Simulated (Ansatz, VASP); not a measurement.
# One calculation of ZnSe (Stilleite), two programs

INCAR

```
PREC = Accurate ; ENCUT = 520
EDIFF = 1E-6 ; ISMEAR = 0
SIGMA = 0.01 ; LREAL = F
LASPH = T ; NELM = 100
ALGO = Normal ; ISIF = 2
LWAVE = F ; LCHARG = T
GGA = CA ; LELF = T
LVHAR = T ; NBANDS = 16
```

KPOINTS

```
Automatic mesh
0
Gamma
  8 8 8
```

Contents of POSCAR:

```
ZnSe
1.0
    0.0000000000      2.8324246760      2.8324246760
    2.8324246760      0.0000000000      2.8324246760
    2.8324246760      2.8324246760      0.0000000000
Zn Se
1 1
Direct
    0.0000000000      0.0000000000      0.0000000000
    0.2500000000      0.2500000000      0.2500000000
```

Input for Ansatz:

```yaml
crystal:
  lattice:
    - [0.0, 2.832424676, 2.832424676]
    - [2.832424676, 0.0, 2.832424676]
    - [2.832424676, 2.832424676, 0.0]
  atoms:
    - { symbol: Zn, position: [0.0, 0.0, 0.0] }
    - { symbol: Se, position: [0.25, 0.25, 0.25] }
kpoints:
  mp_grid: { grid: [8, 8, 8] }
  band_path:
    path:
      - [0.0, 0.0, 0.0]
      - [-0.5, -0.5, 0.0]
      - [-0.375, -0.375, 0.25]
      - [-0.375, 0.0, 0.375]
      - [0.0, 0.0, 0.5]
      - [-0.5, -0.25, 0.25]
    npoints: 1
hamiltonian:
  xc: lda
scf:
  occupations: { method: fixed }
  n_extra_bands: 4
output:
  forces: true
  stress: true
  eigenvalues: true
  write_density: true
  write_potential: true
  elf: true
  volumetric_format: npy
```

Alike in both runs: task single point; functional LDA; k mesh 8 × 8 × 8; no spin polarisation.

|  | VASP | Ansatz |
| --- | --- | --- |
| version | VASP 6.6.1 | Ansatz 0.2.0 |
| potentials or method | VASP PAW LDA potentials, release 64 (Zn, Se) | plane waves, PAW |
| plane-wave cutoff (eV) | 520 | 420 |
| occupations | gaussian, width 0.01 eV | fixed |
| valence electrons in the cell | 18 | 28 |

VASP gave:

* gap on the k mesh at the Fermi level (eV): 1.07
* pressure (GPa): -3.0

Question: Which values does Ansatz return?

Answer: gap on the k mesh at the Fermi level (eV): 1.04; pressure (GPa): -3.3.

The two sets of potentials don't hold the same shells in valence.

Expect the measured gap to be larger: semilocal functionals such as LDA lack the derivative discontinuity.
